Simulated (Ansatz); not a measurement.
Crystal: NiO.

```
Ni O
1.0
     2.78306    0.00000    0.00000
    -1.39153    2.41020    0.00000
     0.00000    0.00000    2.71613
Ni O
1 1
Direct
  0.00000 0.00000 0.00000
  0.66667 0.33333 0.50000
```

Measurements of this composition are mostly on another form, of space group No. 225.

Program: Ansatz 0.2.0. Alike in all runs: task single point; potentials or basis Ansatz PAW; cell as given; k mesh 8 × 8 × 7; smearing gaussian 0.05 eV.

**Question.** Order these runs on this cell by their pressure, lowest first.
A. level LDA+U; spin collinear, program default start; U Ni d U = 7 eV; cutoff (eV) 420
B. level r2SCAN+U; spin collinear, ferromagnetic start; U Ni d U = 2 eV; fixed moment (μB) 4; cutoff (eV) 500
C. level r2SCAN+U; spin collinear, program default start; U Ni d U = 3 eV; cutoff (eV) 500

**Answer.** A (-1.5 GPa), C (9.6 GPa), B (54.1 GPa).

Caveats: the magnetic or orbital state may not be the lowest; a cell with one magnetic atom can't hold antiferromagnetic order, which such compounds often take; the PAW data sets come from PBE, with cores solved anew for the run's functional, which leaves a small shift of forces and pressure; a pressure of tens of GPa on the cell as given is suspect, and the run, the potentials or the cell itself is likely at fault (some runs); the total moment is fixed, so each spin has its own Fermi level (some runs).
